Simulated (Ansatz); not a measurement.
# Moving the functional in CdF2

```
Cd F
1.0
     0.00000    2.69400    2.69400
     2.69400    0.00000    2.69400
     2.69400    2.69400    0.00000
Cd F
1 2
Cartesian
  0.0000 0.0000 0.0000
  4.0410 4.0410 4.0410
  1.3470 1.3470 1.3470
```

Kept alike: task equation of state; k mesh 9 × 9 × 9; occupations fermi-dirac, width 0.05 eV; no spin polarisation. Program: Ansatz, Ansatz PAW. Cutoffs run from 420 to 500 eV. The mesh is that of the run's cell of 3 atoms. No spin-orbit coupling.

| run | volume (Å³/atom) | bulk modulus (GPa) |
| --- | --- | --- |
| A | 13.038 | 112.9 |
| B | 13.006 | 107.9 |
| C | 13.724 | 94.1 |
| D | 12.384 | 125.1 |

Volume and modulus come from cells scaled at fixed shape and fractions. All rows use potentials made for PBE.

**Question.** The runs differ in the functional (and the cutoff that goes with it) alone: LDA; PBE; PBEsol; r2SCAN. Which run is which?

**Answer.** Run A is r2SCAN; run B is PBEsol; run C is PBE; run D is LDA. The volume runs from 12.384 (LDA) to 13.724 Å³/atom (PBE). From PBE: LDA -1.340; PBEsol -0.718; r2SCAN -0.686. The bulk modulus runs from 94.1 (PBE) to 125.1 GPa (LDA). From PBE: LDA +31.0; PBEsol +13.8; r2SCAN +18.8.
